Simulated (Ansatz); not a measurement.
**Co: response to biaxial strain in the a-b plane**

How does Co answer biaxial strain in the a-b plane between -6 and +6 %? At each strain the length and tilt of c and the atoms relax, within the symmetry that is left.

Computed with Ansatz 0.2.0 (DFT PBE, scalar-relativistic, plane waves, PAW, unless a step's input says otherwise).

2 further runs of the same task are left out: 2 set aside as unsound or not needed.

## Step 1: Starting point

The structure is hexagonal, space group P6_3/mmc (No. 194). The conventional cell has a = 2.492 Å, b = 2.492 Å, c = 8.093 Å, α = 90.00°, β = 90.00°, γ = 120.00°. Around Co (site symmetry -3m) lie 12 Co at 2.48 to 2.49 Å. Co (site symmetry -6m2) is surrounded by 12 Co at 2.48 to 2.49 Å.

Structure file:

```cif
data_structure
_symmetry_space_group_name_H-M 'P6_3/mmc'
_symmetry_Int_Tables_number 194
_cell_length_a 2.4916
_cell_length_b 2.4916
_cell_length_c 8.0933
_cell_angle_alpha 90.000
_cell_angle_beta 90.000
_cell_angle_gamma 120.000
_cell_volume 43.51
loop_
_atom_site_label
_atom_site_type_symbol
_atom_site_symmetry_multiplicity
_atom_site_Wyckoff_symbol
_atom_site_fract_x
_atom_site_fract_y
_atom_site_fract_z
_atom_site_occupancy
Co1 Co 2 a 0.00000 0.00000 0.00000 1
Co2 Co 2 c 0.33333 0.66667 0.25000 1
```

It goes back to an entry of the Materials Project.

It is the result of an earlier relaxation at this level (volume 10.88 Å³/atom; gap on the mesh: none (metal), site moments up to 1.7 μB).

## Step 2: Reference cell for the strains

input.yaml reads:

```yaml
crystal:
  lattice:
    - [2.4915950157, 0.0, 0.0]
    - [-1.2457975079, 2.1577845795, 0.0]
    - [0.0, 0.0, 8.0933174588]
  atoms:
    - { symbol: Co, position: [0.0, 0.0, 0.0], spin: 1.88 }
    - { symbol: Co, position: [0.3333333333, 0.6666666667, 0.25], spin: 1.88 }
    - { symbol: Co, position: [0.0, 0.0, 0.5], spin: 1.88 }
    - { symbol: Co, position: [0.6666666667, 0.3333333333, 0.75], spin: 1.88 }
basis:
  ecutwfc: 420
kpoints:
  mp_grid: { grid: [24, 24, 8] }
hamiltonian:
  xc: pbe
scf:
  occupations: { method: gaussian, width: 0.1 }
output:
  forces: true
  stress: true
  eigenvalues: true
  populations: true
magnetization:
  spin_polarized: true
```

The run is started by

```console
ansatz run input.yaml --threads 1 --pin off --max-ram 2560MiB --backend cpu --events-out ev --progress --plain --runs-dir out
```

Further runs follow: At -2.0 %; the cell strained by +2.0 %; the cell strained by -4.0 %; strain +4.0 %; At -6.0 %; strain +6.0 %.

**Question.** What will these runs give? Wanted: (1/V) d²E/dε² at zero strain, cubic fit; strain of the free axis c per applied strain.

As calculated:

```
                                    quantity                     value
                         largest energy cost  146.5 meV/atom at -6.0 %
     (1/V) d²E/dε² at zero strain, cubic fit                   965 GPa
strain of the free axis c per applied strain                     -0.55
```

**Reading.** The curvature of the energy, 965 GPa, is twice the biaxial modulus. Compression by 6 % costs 146.5 meV/atom and stretching 89.3. On this cell's mesh the unstrained reference holds a stress of up to 0.35 GPa. The free axis c moves against the applied strain (factor -0.55).
